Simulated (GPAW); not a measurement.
**InP: band structure with C09-vdW**

**What was measured.**

A printed reference work, data compilation reports, for a bulk crystal of InP at 1.6 K: band gap 1.4236 eV (direct).

Crystal: InP.

```xyz
2
Lattice="4.1444 0.0000 0.0000 2.0722 3.5891 0.0000 2.0722 1.1964 3.3838" Properties=species:S:1:pos:R:3 pbc="T T T"
In    0.0000    0.0000    0.0000
P     6.2165    3.5891    2.5379
```

```yaml
Program: GPAW 26.7.0
Task: band structure
Functional: C09-vdW
Potentials_or_basis: GPAW PAW data sets (gpaw-data 1.2.1)
Cutoff: 600 eV
Basis: pw
k_mesh: 6 × 6 × 6
Occupations: fermi-dirac, width 0.05 eV
Spin: spin-orbit coupling, no magnetisation
Maxiter: 150
Band_path: GXWKGLUWLK,UX
Band_points: 100
spin_axis_theta_degrees: 54.7
spin_axis_phi_degrees: 45
Soc_after_scf: second variation
```

```json
{
  "Band gap on the k mesh": "0.62 eV, direct",
  "Band gap along the path": "0.62 eV, direct"
}
```

Levels at the corners of the path, in eV from the valence-band top:
| point | band 14 | band 15 | band 16 | band 17 | band 18 | band 19 | band 20 | band 21 | band 22 | band 23 |
| --- | --- | --- | --- | --- | --- | --- | --- | --- | --- | --- |
| Γ | -0.10 | 0.00 | 0.00 | 0.00 | 0.00 | 0.62 | 0.62 | 3.65 | 3.65 | 4.15 |
| X | -5.80 | -2.44 | -2.44 | -2.33 | -2.33 | 1.60 | 1.60 | 2.16 | 2.16 | 9.07 |
| W | -5.64 | -3.13 | -3.03 | -2.98 | -2.93 | 4.15 | 4.15 | 4.31 | 4.33 | 5.30 |
| K | -5.65 | -3.45 | -3.35 | -2.01 | -1.99 | 2.22 | 2.23 | 4.28 | 4.30 | 7.31 |
| Γ | -0.10 | 0.00 | 0.00 | 0.00 | 0.00 | 0.62 | 0.62 | 3.65 | 3.65 | 4.15 |
| L | -5.81 | -1.08 | -1.08 | -0.96 | -0.96 | 1.40 | 1.40 | 4.60 | 4.60 | 4.78 |
| U | -5.65 | -3.45 | -3.35 | -2.01 | -1.99 | 2.22 | 2.23 | 4.28 | 4.30 | 7.31 |
| W | -5.64 | -3.13 | -3.03 | -2.98 | -2.93 | 4.15 | 4.15 | 4.31 | 4.33 | 5.30 |
| L | -5.81 | -1.08 | -1.08 | -0.96 | -0.96 | 1.40 | 1.40 | 4.60 | 4.60 | 4.78 |
| K | -5.65 | -3.45 | -3.35 | -2.01 | -1.99 | 2.22 | 2.23 | 4.28 | 4.30 | 7.31 |
| U | -5.65 | -3.45 | -3.35 | -2.01 | -1.99 | 2.22 | 2.23 | 4.28 | 4.30 | 7.31 |
| X | -5.80 | -2.44 | -2.44 | -2.33 | -2.33 | 1.60 | 1.60 | 2.16 | 2.16 | 9.07 |

It took 44 s on 1 thread of Arm Neoverse V2, on a shared host, peak memory 0.34 GiB.

Against the measured gap of InP, 1.4236 eV (direct; 1.6 K; a printed reference work, data compilation), the calculated 0.62 eV is off by -0.80 eV. The value is that of C09-vdW, without temperature or zero-point motion.

Caveat: spin-orbit coupling was added after a scalar SCF, so levels and gaps hold it while energy, forces, pressure and moments don't; this program's spin-orbit splittings come out too wide for heavy elements.
